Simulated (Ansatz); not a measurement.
SiNi$_{2}$ (P6_3/mmc), random displacements

Theory: DFT PBEsol, scalar-relativistic, plane waves, PAW in Ansatz. The runs took a 420 eV cutoff, a Γ-centred 12×12×10 mesh and Gaussian smearing (0.15 eV). No spin polarisation. A magnetic state may lie lower. Energies are free energies at this smearing, counted from the undisturbed cell; pressure is positive in compression.

The undisturbed cell (relaxed at this level; it needn't be the usual structure):

```yaml
crystal:
  lattice:
    - [3.86846, 0.00000, 0.00000]
    - [-1.93423, 3.35019, 0.00000]
    - [0.00000, 0.00000, 4.91699]
  atoms:
    - { symbol: Si, position: [0.33333, 0.66667, 0.75000] }
    - { symbol: Si, position: [0.66667, 0.33333, 0.25000] }
    - { symbol: Ni, position: [0.00000, 0.00000, 0.00000] }
    - { symbol: Ni, position: [0.00000, 0.00000, 0.50000] }
    - { symbol: Ni, position: [0.33333, 0.66667, 0.25000] }
    - { symbol: Ni, position: [0.66667, 0.33333, 0.75000] }
```

The atoms are displaced (Å, in the unstrained cell):

```
atom ux uy uz
 Si1   0.501  -0.317  -0.531
 Si2  -0.361  -0.151  -0.082
 Ni3  -0.051   0.220   0.450
 Ni4  -0.025   0.145   0.080
 Ni5   0.085  -0.004   0.193
 Ni6  -0.149   0.107  -0.110
```

Strain (Voigt, engineering shear): (0.0525, -0.0080, 0.0176, -0.0245, 0.0070, 0.0207).

(1) What are the energy change, the stress and the forces?

## Answers

(1) ΔE = 1666.2 meV/atom; stress (xx, yy, zz, yz, xz, xy; compression positive) (73.77, 48.54, 47.11, -5.16, 30.09, -29.29) GPa.
| atom | Fx (eV/Å) | Fy | Fz |
| --- | --- | --- | --- |
| Si1 | -17.37 | 12.21 | 2.47 |
| Si2 | 6.30 | 1.05 | -0.72 |
| Ni3 | -2.84 | -2.99 | -5.78 |
| Ni4 | -1.38 | -4.22 | 1.51 |
| Ni5 | -4.34 | 3.73 | -4.79 |
| Ni6 | 19.64 | -9.79 | 7.30 |

Cost: 1 run of about 6.5 core-minutes, on Intel Xeon Processor @ 2.50GHz (Skylake/Cascade Lake) (shared hosts).